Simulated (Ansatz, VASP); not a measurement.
# CdTe: VASP beside Ansatz

```
Te Cd
1.0
     0.00000    3.20500    3.20500
     3.20500    0.00000    3.20500
     3.20500    3.20500    0.00000
Te Cd
1 1
Cartesian
  4.8075 4.8075 4.8075
  0.0000 0.0000 0.0000
```

Alike in both runs: functional RPBE; k mesh 7 × 7 × 7; occupations fermi-dirac, width 0.05 eV; no spin polarisation.

```csv
,VASP,Ansatz
version,VASP 6.6.1,Ansatz 0.2.0
potentials or method,"VASP PAW PBE potentials, release 64 (Te, Cd)",Ansatz PAW
plane-wave cutoff (eV),520,420
valence electrons in the cell,18,36
task,single point,band structure
```

VASP gave:

* gap on the k mesh at the Fermi level (eV): 1.02
* least direct gap on the mesh (eV): 1.02
* pressure (GPa): 6.1

Task: Estimate Ansatz's values.

Result: gap on the k mesh at the Fermi level (eV): 1.03; least direct gap on the mesh (eV): 1.03; pressure (GPa): 6.0.

The functional is the same, so the differences come from potentials, cutoffs and numerics. The two sets of potentials don't hold the same shells in valence.

Caveats: spin-orbit coupling is left out, which moves the levels of the heavy elements; the PAW data sets were made with another functional, which shifts forces and pressure a little (VASP); the PAW data sets come from PBE, with cores solved anew for the run's functional, which leaves a small shift of forces and pressure (Ansatz). As with any semilocal functional, this RPBE gap is likely too small.
